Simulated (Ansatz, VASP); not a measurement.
# Two plane-wave programs on Bi

File INCAR:

```
PREC = Accurate ; ENCUT = 520
EDIFF = 1E-6 ; ISMEAR = -1
SIGMA = 0.1 ; LREAL = F
LASPH = T ; NELM = 80
ALGO = Normal ; ISIF = 2
LWAVE = F ; LCHARG = F
GGA = B5 ; ALDAX = 1.0
AGGAX = 1.0 ; AGGAC = 1.0
ALDAC = 0.0 ; NBANDS = 14
```

File KPOINTS:

```
regular mesh
0
Gamma
  12 12 12
```

Contents of POSCAR:

```
Bi
1.0
   -1.9917973428      1.9917973428      1.9917973428
    1.9917973428     -1.9917973428      1.9917973428
    1.9917973428      1.9917973428     -1.9917973428
Bi
1
Direct
    0.0000000000      0.0000000000      0.0000000000
```

Input for Ansatz:

```yaml
crystal:
  lattice:
    - [-1.9917973428, 1.9917973428, 1.9917973428]
    - [1.9917973428, -1.9917973428, 1.9917973428]
    - [1.9917973428, 1.9917973428, -1.9917973428]
  atoms:
    - { symbol: Bi, position: [0.0, 0.0, 0.0] }
hamiltonian:
  xc: blyp
  pseudopotentials:
    kind: paw
    azcp:
      Bi: "pseudopotentials/Bi.paw.azcp"
basis:
  ecutwfc: 420
  fft_grid_basis: typed
kpoints:
  mp_grid: { grid: [12, 12, 12], shift: [0, 0, 0] }
magnetization:
  spin_polarized: false
scf:
  occupations: { method: fermi_dirac, width: 0.1 }
  lower_state_search: "off"
output:
  stress: true
  write_density: true
  write_potential: true
  elf: true
  volumetric_format: npy
```

Alike in both runs: task single point; functional BLYP; k mesh 12 × 12 × 12; occupations fermi-dirac, width 0.1 eV; no spin polarisation.

```csv
,VASP,Ansatz
version,VASP 6.6.1,Ansatz 0.2.0
potentials or method,"VASP PAW PBE potentials, release 64 (Bi_d)","plane waves (420 eV) with PAW, scalar-relativistic"
plane-wave cutoff (eV),520,420
valence electrons in the cell,15,15
```

|  | VASP | Ansatz | Ansatz less VASP |
| --- | --- | --- | --- |
| pressure (GPa) | 4.0 | 3.9 | -0.11 |

With one functional, cell and mesh, what is left measures potentials, basis and numerics.

Caveats: the PAW data sets were made with another functional, which shifts forces and pressure a little (VASP).
